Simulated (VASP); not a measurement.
# Interstitial B in a supercell of Si, part 4 of 5

Aim: the formation energy and local structure of interstitial B in Si.

VASP 6.6.1, plane waves and PAW; the level of theory is named at each step.

So far. Step 2 (Relaxing the host crystal): The run ended after 2 ionic steps, 0.000 eV below its first step, once forces and stress met EDIFFG = -0.02. Step 4 (The supercell without the defect): The perfect cell has a gap of 0.51 eV on this mesh, with its valence-band top at 5.749 eV, and charged states follow.

### Step 5. Reference B

This step: PBEsol; plane waves and PAW (B) (VASP 6.6.1).

System of this step: B. It takes space group R-3m (No. 166, trigonal). The conventional cell has a = 4.898 Å, b = 4.898 Å, c = 12.524 Å, α = 90.00°, β = 90.00°, γ = 120.00°. Nearest to B lie 6 B at 1.67 to 1.80 Å. B has 5 B at 1.77 to 1.80 Å nearest.

The reference for B is its crystal, relaxed at the cutoff of the large cell.

INCAR reads:

```
SYSTEM = B
PREC = Normal
ENCUT = 320
EDIFF = 1E-05
NELM = 120
ISMEAR = 0
SIGMA = 0.1
LREAL = Auto
ALGO = Fast
GGA = PS
NBANDS = 30
LORBIT = 11
LWAVE = .FALSE.
LCHARG = .FALSE.
KPAR = 8
LASPH = .TRUE.
IBRION = 2
NSW = 25
ISIF = 3
EDIFFG = -0.02
POTIM = 0.4
```

POSCAR reads:

```
B
1.0
    2.4491963929      1.4140441968      4.1747204365
   -2.4491963929      1.4140441968      4.1747204365
    0.0000000000     -2.8280883935      4.1747204365
B
12
Direct
    0.0099700400      0.6542851200      0.0099700400
    0.0099700400      0.0099700400      0.6542851200
    0.6542851200      0.0099700400      0.0099700400
    0.3457148800      0.9900299600      0.9900299600
    0.9900299600      0.3457148800      0.9900299600
    0.9900299600      0.9900299600      0.3457148800
    0.2205655700      0.6316348300      0.2205655700
    0.2205655700      0.2205655700      0.6316348300
    0.6316348300      0.2205655700      0.2205655700
    0.3683651700      0.7794344300      0.7794344300
    0.7794344300      0.3683651700      0.7794344300
    0.7794344300      0.7794344300      0.3683651700
```

KPOINTS reads:

```
Automatic mesh
0
Gamma
7 7 7
0 0 0
```

PAW data sets: B (PBE family, release 64).

Run with:

```bash
> mpirun -np 8 vasp_std
```

The log of the run:

```text
[banner, memory and clock lines left out]
running    8 mpi-ranks, on    1 nodes
 distrk:  each k-point on    1 cores,    8 groups
 distr:  one band on    1 cores,    1 groups

 POSCAR found type information on POSCAR B
 POSCAR found :  1 types and      12 ions
 [... a notice as in an earlier step ...]

 [... a notice as in an earlier step ...]

 LDA part: xc-table for (Slater+PW92), standard interpolation
 POSCAR, INCAR and KPOINTS ok, starting setup
 FFT: planning ... GRIDC
 FFT: planning ... GRID_SOFT
 FFT: planning ... GRID
 WAVECAR not read
 entering main loop
       N       E                     dE             d eps       ncg     rms          rms(c)
DAV:   1     0.270262691760E+02    0.27026E+02   -0.12291E+04  2640   0.746E+02
DAV:   2    -0.852790010348E+02   -0.11231E+03   -0.10736E+03  3366   0.164E+02
DAV:   3    -0.890083012103E+02   -0.37293E+01   -0.37058E+01  3472   0.280E+01
DAV:   4    -0.890321898773E+02   -0.23889E-01   -0.23873E-01  3460   0.235E+00
DAV:   5    -0.890324416655E+02   -0.25179E-03   -0.25176E-03  3456   0.233E-01    0.115E+01
RMM:   6    -0.852195338031E+02    0.38129E+01   -0.39702E+00  2640   0.689E+00    0.634E+00
RMM:   7    -0.844249796133E+02    0.79455E+00   -0.27124E+00  2640   0.589E+00    0.196E+00
RMM:   8    -0.843834106588E+02    0.41569E-01   -0.24720E-01  2640   0.219E+00    0.418E-01
RMM:   9    -0.843751300645E+02    0.82806E-02   -0.67310E-02  2642   0.931E-01    0.170E-01
RMM:  10    -0.843745731454E+02    0.55692E-03   -0.68511E-03  2641   0.373E-01    0.458E-02
RMM:  11    -0.843746104993E+02   -0.37354E-04   -0.97275E-04  2642   0.125E-01    0.212E-02
RMM:  12    -0.843746292765E+02   -0.18777E-04   -0.11828E-04  2570   0.455E-02    0.791E-03
RMM:  13    -0.843746296086E+02   -0.33212E-06   -0.29176E-05  2068   0.190E-02
   1 F= -.84374630E+02 E0= -.84374630E+02  d E =-.843746E+02
 curvature:   0.00 expect dE= 0.000E+00 dE for cont linesearch  0.000E+00
 trial: gam= 0.00000 g(F)=  0.742E-02 g(S)=  0.324E-01 ort = 0.000E+00 (trialstep = 0.100E+01)
 search vector abs. value=  0.398E-01
 bond charge predicted
       N       E                     dE             d eps       ncg     rms          rms(c)
DAV:   1    -0.843980990855E+02   -0.23470E-01   -0.49377E-01  3168   0.417E+00    0.311E-01
RMM:   2    -0.843957155951E+02    0.23835E-02   -0.11772E-02  2640   0.548E-01    0.176E-01
RMM:   3    -0.843948642382E+02    0.85136E-03   -0.23080E-03  2640   0.214E-01    0.410E-02
RMM:   4    -0.843948390475E+02    0.25191E-04   -0.20819E-04  2640   0.680E-02    0.850E-03
RMM:   5    -0.843948409327E+02   -0.18852E-05   -0.21957E-05  1991   0.210E-02
   2 F= -.84394841E+02 E0= -.84394841E+02  d E =-.202113E-01
[...]
3 F= -.84394843E+02 E0= -.84394843E+02  d E =-.202137E-01
[...]
4 F= -.84396807E+02 E0= -.84396807E+02  d E =-.196336E-02
[...]
5 F= -.84397076E+02 E0= -.84397076E+02  d E =-.223246E-02
[...]
6 F= -.84397329E+02 E0= -.84397329E+02  d E =-.253298E-03
 trial-energy change:   -0.000253  1 .order   -0.000264   -0.000757    0.000228
 step:   0.7309(harm=  0.7309)  dis= 0.00123  next Energy=   -84.397367 (dE=-0.291E-03)
 bond charge predicted
       N       E                     dE             d eps       ncg     rms          rms(c)
DAV:   1    -0.843973695535E+02   -0.39309E-04   -0.13256E-03  3132   0.184E-01    0.148E-02
RMM:   2    -0.843973607985E+02    0.87550E-05   -0.34081E-05  2289   0.310E-02
   7 F= -.84397361E+02 E0= -.84397361E+02  d E =-.285083E-03
 curvature:  -0.42 expect dE=-0.484E-04 dE for cont linesearch -0.164E-05
 trial: gam= 0.20832 g(F)=  0.111E-03 g(S)=  0.390E-05 ort =-0.598E-04 (trialstep = 0.907E+00)
 search vector abs. value=  0.130E-03
 reached required accuracy - stopping structural energy minimisation
```

It took 29 s on 8 MPI ranks of AMD EPYC 7R43, shared host; peak memory 1.1 GiB; 3.7 min of CPU time.

Parts of OUTCAR (step 5):

```text
   k-points           NKPTS =     44   k-points in BZ     NKDIM =     44   number of bands    NBANDS=     30

   ENCUT  =  320.0 eV  23.52 Ry    4.85 a.u.   7.35  7.35  7.35*2*pi/ulx,y,z

   NELECT =      36.0000    total number of electrons

 E-fermi :   6.5698

 k-point     1 :       0.0000    0.0000    0.0000
  band No.  band energies     occupation
    ...
     14       1.5081      2.00000
     15       4.6081      2.00000
     16       5.2588      2.00000
     17       5.2588      2.00000
     18       5.7789      2.00000
     19       7.4251      0.00000
     20      10.6841      0.00000
     21      10.6841      0.00000
     22      10.8181      0.00000
     23      10.8181      0.00000
    ...

  Total       -0.0246367     -0.0246367      0.0001156      0.0000000      0.0000000      0.0000000
  in kB       -0.4630457     -0.4630457      0.0021728      0.0000000      0.0000000      0.0000000
  external PRESSURE =      -0.3079728 kB  Pullay stress =       0.0000000 kB

 POSITION                                       TOTAL-FORCE (eV/Angst)
 -----------------------------------------------------------------------------------
     -1.56431      0.90315      2.80634         0.014572     -0.008413     -0.005883
      0.00000     -1.80631      2.80634        -0.000000      0.016826     -0.005883
      1.56431      0.90315      2.80634        -0.014572     -0.008413     -0.005883
     -1.56431     -0.90315      9.66533         0.014572      0.008413      0.005883
      1.56431     -0.90315      9.66533        -0.014572      0.008413      0.005883
      0.00000      1.80631      9.66533        -0.000000     -0.016826      0.005883
     -0.99079      0.57203      4.46169        -0.009927      0.005731     -0.005665
      0.00000     -1.14406      4.46169        -0.000000     -0.011463     -0.005665
      0.99079      0.57203      4.46169         0.009927      0.005731     -0.005665
     -0.99079     -0.57203      8.00999        -0.009927     -0.005731      0.005665
      0.99079     -0.57203      8.00999         0.009927     -0.005731      0.005665
      0.00000      1.14406      8.00999        -0.000000      0.011463      0.005665
 -----------------------------------------------------------------------------------
    total drift:                                0.000000     -0.000000      0.000000

  FREE ENERGIE OF THE ION-ELECTRON SYSTEM (eV)
  ---------------------------------------------------
  free  energy   TOTEN  =       -84.3973607985 eV

  energy  without entropy=      -84.3973607985  energy(sigma->0) =      -84.39736080

[... 2 parts as in an earlier step ...]

[... 14 further parts left out ...]
```

CONTCAR:

```
B
   1.00000000000000
     2.4329726300036105    1.4046774029235916    4.1572236323893819
    -2.4329726300036105    1.4046774029235916    4.1572236323893819
     0.0000000000000000   -2.8093548057482662    4.1572236323895240
  B
    12
Direct
     0.0106971336584224    0.6536581324802035    0.0106971336584224
     0.0106971336584224    0.0106971336584224    0.6536581324802035
     0.6536581324802035    0.0106971336584224    0.0106971336584224
     0.3463418675197964    0.9893028663415776    0.9893028663415776
     0.9893028663415776    0.3463418675197964    0.9893028663415776
     0.9893028663415776    0.9893028663415776    0.3463418675197964
     0.2220014638897127    0.6292338059335693    0.2220014638897127
     0.2220014638897127    0.2220014638897127    0.6292338059335691
     0.6292338059335693    0.2220014638897127    0.2220014638897127
     0.3707661940664308    0.7779985361102874    0.7779985361102872
     0.7779985361102874    0.3707661940664308    0.7779985361102872
     0.7779985361102874    0.7779985361102874    0.3707661940664309
```

The run keeps the 12 symmetry operations of its start, so it cannot find a distortion of lower symmetry.

Step by step:

```csv
step,energy less that of the first step (eV),largest force (eV/Å),pressure (GPa),volume (Å³)
1,0.0000,0.1666,-3.38,86.75
2,-0.0202,0.1201,0.51,85.23
3,-0.0202,0.1203,0.54,85.21
4,-0.0222,0.0707,-0.08,85.22
5,-0.0224,0.0444,0.07,85.22
6,-0.0227,0.0282,-0.06,85.25
7,-0.0227,0.0178,-0.03,85.24
```

```csv
"conventional cell, symmetrised",before,after,change
a (Å),4.898,4.866,-0.7 %
b (Å),4.898,4.866,-0.7 %
c (Å),12.524,12.472,-0.4 %
volume (Å³/atom),7.23,7.10,-1.7 %
```

The atoms that moved most (Å, as changes of fractional coordinates times the final cell):

| atom | dx | dy | dz | length |
| --- | --- | --- | --- | --- |
| B8 | 0.000 | 0.011 | 0.002 | 0.011 |
| B12 | 0.000 | -0.011 | -0.002 | 0.011 |
| B9 | -0.009 | -0.005 | 0.002 | 0.011 |
| B7 | 0.009 | -0.005 | 0.002 | 0.011 |
| B11 | -0.009 | 0.005 | -0.002 | 0.011 |
| B10 | 0.009 | 0.005 | -0.002 | 0.011 |
| B4 | 0.003 | 0.002 | -0.003 | 0.005 |
| B5 | -0.003 | 0.002 | -0.003 | 0.005 |

Final coordinates:

```xyz
12
Lattice="2.4330 1.4047 4.1572 -2.4330 1.4047 4.1572 0.0000 -2.8094 4.1572" Properties=species:S:1:pos:R:3 pbc="T T T"
B    -1.5643    0.9032    2.8063
B     0.0000   -1.8063    2.8063
B     1.5643    0.9032    2.8063
B    -1.5643   -0.9032    9.6653
B     1.5643   -0.9032    9.6653
B     0.0000    1.8063    9.6653
B    -0.9908    0.5720    4.4617
B     0.0000   -1.1441    4.4617
B     0.9908    0.5720    4.4617
B    -0.9908   -0.5720    8.0100
B     0.9908   -0.5720    8.0100
B     0.0000    1.1441    8.0100
```

This step gave:

```
electronic cycles              : 33
electrons                      : 36
free energy (TOTEN)            : -84.3974 eV
Fermi energy                   : 6.570 eV
gap on the k-mesh              : 1.296 eV
least direct gap on the k-mesh : 1.617 eV
```

The run ended after 7 ionic steps, 0.023 eV below its first step, once forces and stress met EDIFFG = -0.02.

Energy at zero smearing: -84.39736 eV.

### Step 6. The defect cell

This step: PBEsol, spin-polarised, with small moments to start from; plane waves and PAW (Si, B) (VASP 6.6.1).

System of this step: Si64B. The cell holds 65 atoms: 64 Si and 1 B. Its edges and angles: a = 10.877 Å, b = 10.877 Å, c = 10.877 Å, α = 90.0°, β = 90.0°, γ = 90.0°. It derives from Si. Nearest the centre at fractional (0.250, 0.250, 0.250): B65 at 0.03 Å, Si37 at 2.33 Å, Si48 at 2.36 Å, Si40 at 2.37 Å, Si36 at 2.38 Å, Si20 at 2.70 Å, Si16 at 2.73 Å, Si8 at 2.74 Å.

Atoms within 3.3 Å of the defect's centre start slightly displaced, with symmetry off, so that a distortion can develop. The atoms relax at the host's fixed cell.

INCAR reads:

```
SYSTEM = Si64B
PREC = Normal
ENCUT = 320
EDIFF = 1E-05
NELM = 120
ISMEAR = 0
SIGMA = 0.05
LREAL = Auto
ALGO = Fast
GGA = PS
NBANDS = 176
ISPIN = 2
MAGMOM = 0 0 0 0 0 0 0 0 0 0 0 0 0 0 0 0 0 0 0 0 0 0 0 0 0 0 0 0 0 0 0 0 0 0 0 0 0.6 0 0 0.6 0 0 0 0 0 0 0 0.6 0 0 0 0 0 0 0 0 0 0 0 0 0 0 0 0 0.6
LORBIT = 11
LWAVE = True
LCHARG = .TRUE.
KPAR = 4
NCORE = 2
LASPH = .TRUE.
IBRION = 2
NSW = 50
ISIF = 2
EDIFFG = -0.03
POTIM = 0.4
MAXMIX = 40
ISYM = 0
```

POSCAR reads:

```
Si64B
1.0
   10.8774530944      0.0000000000      0.0000000000
    0.0000000000     10.8774530944      0.0000000000
    0.0000000000      0.0000000000     10.8774530944
Si B
64 1
Direct
    0.5000000000      0.0000000000      0.0000000000
    0.7500000000      0.2500000000      0.0000000000
    0.7500000000      0.0000000000      0.2500000000
    0.0000000000      0.0000000000      0.0000000000
    0.2435875700      0.2493965700      0.9965637800
    0.5000000000      0.5000000000      0.0000000000
    0.7500000000      0.7500000000      0.0000000000
    0.2537687000      0.9981653900      0.2509694600
    0.5024917700      0.2502592900      0.2479494300
    0.7500000000      0.5000000000      0.2500000000
    0.5000000000      0.0000000000      0.5000000000
    0.7500000000      0.2500000000      0.5000000000
    0.7500000000      0.0000000000      0.7500000000
    0.0000000000      0.5000000000      0.0000000000
    0.2500000000      0.7500000000      0.0000000000
    0.9991342000      0.2540212200      0.2554063900
    0.2549689100      0.5036270500      0.2509856500
    0.5000000000      0.7500000000      0.2500000000
    0.0000000000      0.0000000000      0.5000000000
    0.2519196800      0.2467342000      0.4981750300
    0.5000000000      0.5000000000      0.5000000000
    0.7500000000      0.7500000000      0.5000000000
    0.2500000000      0.0000000000      0.7500000000
    0.5000000000      0.2500000000      0.7500000000
    0.7500000000      0.5000000000      0.7500000000
    0.0000000000      0.7500000000      0.2500000000
    0.0000000000      0.5000000000      0.5000000000
    0.2500000000      0.7500000000      0.5000000000
    0.0000000000      0.2500000000      0.7500000000
    0.2500000000      0.5000000000      0.7500000000
    0.5000000000      0.7500000000      0.7500000000
    0.0000000000      0.7500000000      0.7500000000
    0.6250000000      0.1250000000      0.1250000000
    0.8750000000      0.3750000000      0.1250000000
    0.8750000000      0.1250000000      0.3750000000
    0.1214686800      0.1230333600      0.1267127700
    0.3687941100      0.3760656100      0.1233958400
    0.6250000000      0.6250000000      0.1250000000
    0.8750000000      0.8750000000      0.1250000000
    0.3770025700      0.1273270100      0.3782126900
    0.6250000000      0.3750000000      0.3750000000
    0.8750000000      0.6250000000      0.3750000000
    0.6250000000      0.1250000000      0.6250000000
    0.8750000000      0.3750000000      0.6250000000
    0.8750000000      0.1250000000      0.8750000000
    0.1250000000      0.6250000000      0.1250000000
    0.3750000000      0.8750000000      0.1250000000
    0.1261687600      0.3760238400      0.3760556400
    0.3750000000      0.6250000000      0.3750000000
    0.6250000000      0.8750000000      0.3750000000
    0.1250000000      0.1250000000      0.6250000000
    0.3750000000      0.3750000000      0.6250000000
    0.6250000000      0.6250000000      0.6250000000
    0.8750000000      0.8750000000      0.6250000000
    0.3750000000      0.1250000000      0.8750000000
    0.6250000000      0.3750000000      0.8750000000
    0.8750000000      0.6250000000      0.8750000000
    0.1250000000      0.8750000000      0.3750000000
    0.1250000000      0.6250000000      0.6250000000
    0.3750000000      0.8750000000      0.6250000000
    0.1250000000      0.3750000000      0.8750000000
    0.3750000000      0.6250000000      0.8750000000
    0.6250000000      0.8750000000      0.8750000000
    0.1250000000      0.8750000000      0.8750000000
    0.2529974800      0.2498604300      0.2492191400
```

KPOINTS reads:

```
Automatic mesh
0
Gamma
2 2 2
0 0 0
```

The projector-augmented-wave data sets are Si and B (PBE family, release 64).

Run with:

```bash
> mpirun -np 8 vasp_std
```

The log of the run:

```text
[banner, memory and clock lines left out]
running    8 mpi-ranks, on    1 nodes
[...]
[... a notice as in an earlier step ...]

 LDA part: xc-table for (Slater+PW92), standard interpolation
 POSCAR, INCAR and KPOINTS ok, starting setup
[...]
entering main loop
       N       E                     dE             d eps       ncg     rms          rms(c)
DAV:   1     0.441521690933E+03    0.44152E+03   -0.73375E+04  5632   0.824E+02
DAV:   2    -0.326280758958E+03   -0.76780E+03   -0.72448E+03  6800   0.152E+02
DAV:   3    -0.375933691544E+03   -0.49653E+02   -0.48724E+02  6952   0.351E+01
DAV:   4    -0.377167392272E+03   -0.12337E+01   -0.12243E+01  6920   0.651E+00
[...]
RMM:  13    -0.370610123625E+03   -0.21235E-03   -0.52971E-04  5675   0.404E-02    0.454E-02
RMM:  14    -0.370610090801E+03    0.32824E-04   -0.21974E-04  5643   0.243E-02    0.298E-02
RMM:  15    -0.370610094928E+03   -0.41269E-05   -0.58696E-05  4765   0.126E-02
   1 F= -.37061009E+03 E0= -.37060133E+03  d E =-.370610E+03  mag=     0.0010
[... from here on, the cycles between the ionic steps are left out ...]
   2 F= -.37076092E+03 E0= -.37075208E+03  d E =-.150825E+00  mag=     0.0001
   5 F= -.37078013E+03 E0= -.37077139E+03  d E =-.121781E-01  mag=     0.0001
   9 F= -.37079998E+03 E0= -.37079167E+03  d E =-.374808E-02  mag=     0.0002
  13 F= -.37080509E+03 E0= -.37079731E+03  d E =-.191606E-02  mag=    -0.0001
  17 F= -.37080804E+03 E0= -.37080123E+03  d E =-.101190E-02  mag=     0.0000
  21 F= -.37081976E+03 E0= -.37081693E+03  d E =-.889303E-03  mag=    -0.0000
  25 F= -.37084226E+03 E0= -.37083863E+03  d E =-.111381E-01  mag=     0.0000
  29 F= -.37090075E+03 E0= -.37089637E+03  d E =-.199963E-01  mag=     0.0000
  33 F= -.37097785E+03 E0= -.37097356E+03  d E =-.269311E-01  mag=     0.0000
  37 F= -.37106986E+03 E0= -.37106505E+03  d E =-.231535E-01  mag=    -0.0001
  41 F= -.37110184E+03 E0= -.37109703E+03  d E =-.897924E-02  mag=     0.0000
  45 F= -.37111655E+03 E0= -.37111173E+03  d E =-.882514E-02  mag=    -0.0000
  47 F= -.37112310E+03 E0= -.37111828E+03  d E =-.654573E-02  mag=     0.0000
[...]
hard stop encountered!  aborting job ...
[...]
|     The electronic self-consistency was not achieved in the given           |
[...]
soft stop encountered!  aborting job ...
  48 F= -.37112324E+03 E0= -.37111842E+03  d E =-.964396E-02  mag=    -0.0000
 writing wavefunctions
 deleting file STOPCAR
```

Run time: 50 min. Hardware: 8 MPI ranks; peak memory 5.9 GiB.

The stop cut the electronic loop of the last step short, so that step is set aside; the step before it may be unsound too where the loop had begun to diverge.

The run met its time limit with a largest force of 0.10 eV/Å at its last finished step, short of the threshold. The session uses it under a looser, picked bar, without proof that a minimum is near.

(Part 4 of 5 ends here.)

[Lines on the potential files, build, host, timing and source positions are cut from VASP's logs without a mark.]

[Logs are printed without paths, hosts, clocks, repeated set-up lines and the standing remarks that a program may print on its own settings, such as how far it seeks lower states.]

[Hosts, paths, dates, database ids (printed as entryN), source tags and the programs' standing remarks are cut or masked in the printed files.]

[In band tables of VASP the shares of atoms and orbitals are scaled to a sum of 1 inside the atoms' spheres.]

[Runs that stopped without an error message from VASP are left out.]
